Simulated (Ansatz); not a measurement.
A run of Ansatz 0.2.0 is set up as follows.

Contents of input.yaml:

```yaml
crystal:
  lattice:
    - [0.0, 1.9609, 1.9609]
    - [1.9609, 0.0, 1.9609]
    - [1.9609, 1.9609, 0.0]
  atoms:
    - { symbol: Pt, position: [0.0, 0.0, 0.0] }
hamiltonian:
  xc: revpbe
  pseudopotentials: { kind: paw }
kpoints:
  mp_grid: { grid: [12, 12, 12] }
  band_path:
    path:
      - [[0.0, 0.0, 0.0], [0.5, 0.0, 0.5], [0.5, 0.25, 0.75], [0.375, 0.375, 0.75], [0.0, 0.0, 0.0], [0.5, 0.5, 0.5], [0.625, 0.25, 0.625], [0.5, 0.25, 0.75], [0.5, 0.5, 0.5], [0.375, 0.375, 0.75]]
      - [[0.625, 0.25, 0.625], [0.5, 0.0, 0.5]]
    npoints: 14
scf:
  occupations: { method: fermi_dirac, width: 0.05 }
  n_extra_bands: 6
output:
  forces: true
  stress: true
  eigenvalues: true
  fatbands: false
```

Potentials or basis: Ansatz PAW.

Launch:

```bash
$ ansatz run input.yaml --threads 2 --pin off --max-ram 5632MiB --backend cpu --events-out ev --progress --plain --runs-dir out
```

(1) Estimate the pressure.

(2) Predict the band gap on the k mesh.

Results:

(1) 13.3 GPa.

(2) none (metal or under the smearing width).

Caveat: spin-orbit coupling is left out, which moves the levels of the heavy elements; the PAW data sets come from PBE, with cores solved anew for the run's functional, which leaves a small shift of forces and pressure.
